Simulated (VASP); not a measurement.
# Sm (I4/mmm) in VASP: further runs

One crystal, Sm, is run at these levels: PBE; tasks: single point.

All numbers are computed with VASP 6.6.1; they aren't measurements. Logs are shortened: lines on timing, memory, paths and dates and some standing lists are left out, and cuts for length are marked.

## Step 1: The crystal as given

Symmetry: I4/mmm, No. 139, tetragonal system. Conventional cell: a = 3.635 Å, b = 3.635 Å, c = 5.122 Å, α = 90.00°, β = 90.00°, γ = 90.00°. Around Sm (site symmetry 4/mmm) lie 12 Sm at 3.63 Å.

This isn't the form of Sm at room conditions, which is rhombohedral.

## Step 2: Single point, PBE, collinear spin, ferromagnetic start

File INCAR:

```
PREC = Accurate ; ENCUT = 460
EDIFF = 1E-6 ; ISMEAR = -1
SIGMA = 0.15 ; LREAL = F
LASPH = T ; NELM = 100
ALGO = Normal ; ISIF = 2
LWAVE = F ; LCHARG = F
ISPIN = 2 ; MAGMOM = 5
LORBIT = 11 ; LMAXMIX = 6
GGA = PE ; NBANDS = 18
ADDGRID = F
```

File KPOINTS:

```
regular mesh
0
Gamma
  11 11 11
```

File POSCAR:

```
Sm
1.0
   -1.8173030691      1.8173030691      2.5609871902
    1.8173030691     -1.8173030691      2.5609871902
    1.8173030691      1.8173030691     -2.5609871902
Sm
1
Direct
    0.0000000000      0.0000000000      0.0000000000
```

Potentials or basis: VASP PAW PBE potentials, release 64 (Sm).

On the command line:

```
$ cat potpaw_PBE.64/Sm/POTCAR > POTCAR
$ mpirun -np 1 vasp_std > vasp.out
```

OUTCAR:

```text
PREC = Accurate
   ENCUT = 460
   EDIFF = 1E-6
   ISMEAR = -1
   LREAL = F
   LASPH = T
   NELM = 100
   ISIF = 2
   ISPIN = 2
   LORBIT = 11
   GGA = PE

 Found    126 irreducible k-points:

 Following reciprocal coordinates:
            Coordinates               Weight
  0.000000  0.000000  0.000000      1.000000
  0.090909  0.000000  0.000000      8.000000
  0.181818  0.000000  0.000000      8.000000
  0.272727  0.000000  0.000000      8.000000
  0.363636  0.000000  0.000000      8.000000
  0.454545  0.000000  0.000000      8.000000
   k-points           NKPTS =    126   k-points in BZ     NKDIM =    126   number of bands    NBANDS=     18
   number of dos      NEDOS =    301   number of ions     NIONS =      1
   total plane-waves  NPLWV =  21952
   dimension x,y,z NGX =    28 NGY =   28 NGZ =   28
   dimension x,y,z NGXF=    56 NGYF=   56 NGZF=   56
   ions per type =               1
   NGX,Y,Z   is equivalent  to a cutoff of  12.83, 12.83, 12.83 a.u.
   NGXF,Y,Z  is equivalent  to a cutoff of  25.66, 25.66, 25.66 a.u.
 SYSTEM =  unknown system
   PREC   = accura    normal or accurate (medium, high low for compatibility)
   ISTART =      0    job   : 0-new  1-cont  2-samecut
   ICHARG =      2    charge: 1-file 2-atom 10-const
   ISPIN  =      2    spin polarized calculation?
   LNONCOLLINEAR =      F non collinear calculations
   LSORBIT =      F    spin-orbit coupling
   LASPH  =      T    aspherical Exc in radial PAW
   ENCUT  =  460.0 eV  33.81 Ry    5.81 a.u.   6.34  6.34  6.34*2*pi/ulx,y,z
   NELM   =    100;   NELMIN=  2; NELMDL= -5     # of ELM steps
   EDIFF  = 0.1E-05   stopping-criterion for ELM
   LREAL  =      F    real-space projection
   EDIFFG = 0.1E-04   stopping-criterion for IOM
   NSW    =      0    number of steps for IOM
   IBRION =     -1    ionic relax: 0-MD 1-quasi-New 2-CG
   NFREE  =      0    steps in history (QN), initial steepest desc. (CG)
   ISIF   =      2    stress and relaxation
   ISYM   =      2    0-nonsym 1-usesym 2-fastsym
   POTIM  = 0.5000    time-step for ionic-motion
   TEBEG  =    0.0;   TEEND  =   0.0 temperature during run
   PSTRESS=    0.0 pullay stress
   NELECT =      16.0000    total number of electrons
   NUPDOWN=      -1.0000    fix difference up-down
   EMIN   =  10.00;   EMAX   =-10.00  energy-range for DOS
   EFERMI =   0.00;   METHOD = LEGACY
   ISMEAR =    -1;   SIGMA  =   0.15  broadening in eV -4-tet -1-fermi 0-gaus
   EFERMI_NEDOS =   21; number of points for ismear=-14 and -15
   IALGO  =     38    algorithm
   IMIX   =      4    mixing-type and parameters
     AMIX     =   0.40;   BMIX     =  1.00
     AMIX_MAG =   1.60;   BMIX_MAG =  1.00
  volume/ion in A,a.u.               =      33.83       228.31
  Fermi-wavevector in a.u.,A,eV,Ry     =   1.275481  2.410310 22.134675  1.626853
  Thomas-Fermi vector in A             =   2.408191
   LORBIT       =     11    0 simple, 1 ext, 2 COOP (PROOUT), +10 PAW based schemes
   GGA     = PE    functional components
   LHFCALC =     F    Hartree Fock is set to
   AEXX    =    0.0000 exact exchange contribution
   IVDW    =     0    specifies the selected vdW correction
   LEPSILON=     F    determine dielectric tensor
   LRPA    =     F    only Hartree local field effects (RPA)
 spin polarized calculation
  energy-cutoff  :      460.00
  volume of cell :       33.83
 maximum number of plane-waves:       769
 NGX is ok and might be reduce to    28
   NGX = 13   NGY = 13   NGZ = 13

 number of electron      15.9999999 magnetization       6.4452840

 Free energy of the ion-electron system (eV)
  ---------------------------------------------------
  ext. energy  EPLUGINS =         0.00000000
  ---------------------------------------------------
  free energy    TOTEN  =        -9.53370284 eV

  energy without entropy =       -9.08750070  energy(sigma->0) =       -9.31060177

 E-fermi :   3.1082     XC(G=0):  -9.7859

 val. band max:        3.1030347378   @ k =   0.2727   0.2727   0.1818
 cond. band min:       3.1160406898   @ k =  -0.3636   0.4545   0.1818
 fundamental gap:      0.0130059520
 Fermi energy:         3.1082359880

 spin component 1

 k-point     1 :       0.0000    0.0000    0.0000
  band No.  band energies     occupation
      1     -36.9519      1.00000
      2     -16.0861      1.00000
      3     -16.0861      1.00000
      4     -16.0851      1.00000
      5      -1.4151      1.00000
      6       2.6288      0.96068
[... 10 lines left out ...]
     17       7.4185      0.00000
     18      12.1997      0.00000

 k-point     2 :       0.0909    0.0000    0.0000
  band No.  band energies     occupation
      1     -36.9439      1.00000
      2     -16.1716      1.00000
      3     -16.0965      1.00000
      4     -16.0954      1.00000
      5      -1.1775      1.00000
      6       2.6147      0.96409
[... 10 lines left out ...]
     17       7.2957      0.00000
     18      12.6740      0.00000

 k-point     3 :       0.1818    0.0000    0.0000
  band No.  band energies     occupation
      1     -36.9225      1.00000
      2     -16.3945      1.00000
      3     -16.1245      1.00000
      4     -16.1224      1.00000
      5      -0.5412      1.00000
      6       2.5892      0.96954
[... 10 lines left out ...]
     17       7.1782      0.00000
     18      13.0122      0.00000

 k-point     4 :       0.2727    0.0000    0.0000
  band No.  band energies     occupation
      1     -36.8942      1.00000
      2     -16.6715      1.00000
      3     -16.1606      1.00000
      4     -16.1573      1.00000
      5       0.2448      1.00000
      6       2.6231      0.96211
[... 10 lines left out ...]
     17       7.5677      0.00000
     18      12.1943      0.00000

 k-point     5 :       0.3636    0.0000    0.0000
  band No.  band energies     occupation
      1     -36.8681      1.00000
      2     -16.9134      1.00000
      3     -16.1935      1.00000
      4     -16.1890      1.00000
      5       0.7836      1.00000
      6       2.6542      0.95377
[... 10 lines left out ...]
     17       8.4027      0.00000
     18      11.6857      0.00000

 k-point     6 :       0.4545    0.0000    0.0000
  band No.  band energies     occupation
      1     -36.8524      1.00000
      2     -17.0522      1.00000
      3     -16.2129      1.00000
      4     -16.2077      1.00000
      5       0.9576      1.00000
      6       2.6270      0.96115
[... 10 lines left out ...]
     17       9.1397      0.00000
     18      11.7199      0.00000

 [... further k-points ...]

 spin component 2

 k-point     1 :       0.0000    0.0000    0.0000
  band No.  band energies     occupation
      1     -34.2787      1.00000
      2     -14.0074      1.00000
      3     -14.0074      1.00000
      4     -14.0068      1.00000
      5      -0.2495      1.00000
      6       6.1135      0.00000
[... 10 lines left out ...]
     17       8.6111      0.00000
     18      14.0990      0.00000

 k-point     2 :       0.0909    0.0000    0.0000
  band No.  band energies     occupation
      1     -34.2692      1.00000
      2     -14.1066      1.00000
      3     -14.0191      1.00000
      4     -14.0182      1.00000
      5      -0.0021      1.00000
      6       5.6004      0.00000
[... 10 lines left out ...]
     17       8.5268      0.00000
     18      14.5157      0.00000

 k-point     3 :       0.1818    0.0000    0.0000
  band No.  band energies     occupation
      1     -34.2438      1.00000
      2     -14.3633      1.00000
      3     -14.0505      1.00000
      4     -14.0485      1.00000
      5       0.6567      1.00000
      6       5.0929      0.00000
[... 10 lines left out ...]
     17       8.5169      0.00000
     18      14.2835      0.00000

 k-point     4 :       0.2727    0.0000    0.0000
  band No.  band energies     occupation
      1     -34.2101      1.00000
      2     -14.6796      1.00000
      3     -14.0909      1.00000
      4     -14.0874      1.00000
      5       1.4662      0.99998
      6       4.8477      0.00001
[... 10 lines left out ...]
     17       8.9703      0.00000
     18      13.4667      0.00000

 k-point     5 :       0.3636    0.0000    0.0000
  band No.  band energies     occupation
      1     -34.1789      1.00000
      2     -14.9540      1.00000
      3     -14.1276      1.00000
      4     -14.1228      1.00000
      5       2.0259      0.99927
      6       5.0686      0.00000
[... 10 lines left out ...]
     17       9.7783      0.00000
     18      13.0384      0.00000

 k-point     6 :       0.4545    0.0000    0.0000
  band No.  band energies     occupation
      1     -34.1602      1.00000
      2     -15.1107      1.00000
      3     -14.1492      1.00000
      4     -14.1437      1.00000
      5       2.2094      0.99751
      6       5.4393      0.00000
[... 10 lines left out ...]
     17      10.4749      0.00000
     18      13.1525      0.00000

 [... further k-points ...]
[... 5 lines left out ...]
  --------------------------------------------------------------------------------------
  -------------------------------------------------------------------------------------
  Total        0.5623734      0.5623734      0.5672851      0.0000000      0.0000000      0.0000000
  in kB       26.6325806     26.6325806     26.8651872      0.0000000      0.0000000      0.0000000
  external PRESSURE =      26.7101161 kB  Pullay stress =       0.0000000 kB

 VOLUME and BASIS-vectors are now :
 -----------------------------------------------------------------------------
  energy-cutoff  :      460.00
  volume of cell :       33.83
      direct lattice vectors                 reciprocal lattice vectors
    -1.817303069  1.817303069  2.560987190     0.000000000  0.275132975  0.195237212
     1.817303069 -1.817303069  2.560987190     0.275132975  0.000000000  0.195237212
     1.817303069  1.817303069 -2.560987190     0.275132975  0.275132975  0.000000000

 POSITION                                       TOTAL-FORCE (eV/Angst)
 -----------------------------------------------------------------------------------
      0.00000      0.00000      0.00000         0.000000      0.000000     -0.000000
 -----------------------------------------------------------------------------------
    total drift:                               -0.000000     -0.000000      0.000000

  FREE ENERGIE OF THE ION-ELECTRON SYSTEM (eV)
  ---------------------------------------------------
  free  energy   TOTEN  =        -9.5337028378 eV

  energy  without entropy=       -9.0875006979  energy(sigma->0) =       -9.31060177

 total charge

# of ion       s       p       d       f       tot
--------------------------------------------------
    1        2.082   5.607   0.471   5.500  13.661

 magnetization (x)

# of ion       s       p       d       f       tot
--------------------------------------------------
    1       -0.003  -0.062   0.242   5.492   5.670
```

Wall time 2 min (1 thread of Intel Xeon Platinum 8559C (Emerald Rapids), shared host); peak memory 0.26 GiB.

The run converged, but some of its settings lie outside the range that counts as converged, so its numbers aren't taken as properties of the crystal.

What came out:

```
Free energy                                           : -9.5337 eV
Pressure                                              : 2.7 GPa
Band gap on the k mesh                                : none (metal or under the smearing width)
Net moment                                            : 6.45 μB per cell
Site moments                                          : Sm +5.67 μB
Valence electrons inside the program's atomic spheres : Sm 13.66
```

Caveat: the magnetic or orbital state may not be the lowest; spin-orbit coupling is left out, which moves the levels of the heavy elements.

[end of part 1 of 2]
